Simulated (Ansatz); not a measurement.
VH2:

```
CELL_PARAMETERS angstrom
0.00000 2.13550 2.13550
2.13550 0.00000 2.13550
2.13550 2.13550 0.00000
ATOMIC_POSITIONS crystal
V 0.00000 0.00000 0.00000
H 0.75000 0.75000 0.75000
H 0.25000 0.25000 0.25000
```

* Program: Ansatz 0.2.0
* Task: relaxation of cell and atoms
* Functional: r2SCAN
* Dispersion: rVV10
* Potentials or basis: Ansatz PAW
* Cutoff: 500 eV (not typed: the program's choice for these potentials)
* k mesh: 11 × 11 × 11
* Occupations: fermi-dirac, width 0.05 eV
* Spin: collinear spin, ferromagnetic start
* Starting moments: [2.0, 0.0, 0.0] μB

At the start: volume 6.49 Å³/atom.

Question: How do energy, volume and symmetry change on relaxing?

Answer: It ends after 7 steps and the volume is 6.09 Å³/atom (-6.2 %); space group Fm-3m (No. 225, to 0.05 Å); moment 0.12 μB per cell.

The path:
| step | energy change (eV) | largest force (eV/Å) | volume (Å³) |
| --- | --- | --- | --- |
| 1 | 0.0000 | 0.0000 | 19.48 |
| 2 | -0.0172 | 0.0000 | 18.97 |
| 3 | -0.0313 | 0.0000 | 18.53 |
| 4 | -0.0332 | 0.0000 | 18.11 |
| 5 | -0.0338 | 0.0000 | 18.24 |
| 6 | -0.0338 | 0.0000 | 18.26 |
| 7 | -0.0330 | 0.0000 | 18.26 |

Final structure:
```yaml
crystal:
  lattice:
    - [0.00000, 2.09007, 2.09007]
    - [2.09007, 0.00000, 2.09007]
    - [2.09007, 2.09007, 0.00000]
  atoms:
    - { symbol: V, position: [0.00000, 0.00000, 0.00000] }
    - { symbol: H, position: [0.75000, 0.75000, 0.75000] }
    - { symbol: H, position: [0.25000, 0.25000, 0.25000] }
```

Caveat: the magnetic or orbital state may not be the lowest; the plane-wave basis is chosen anew once the cell has moved, so the energies of steps on either side of that aren't comparable; the PAW data sets come from PBE, with cores solved anew for the run's functional, which leaves a small shift of forces and pressure; the starting moments weren't kept.
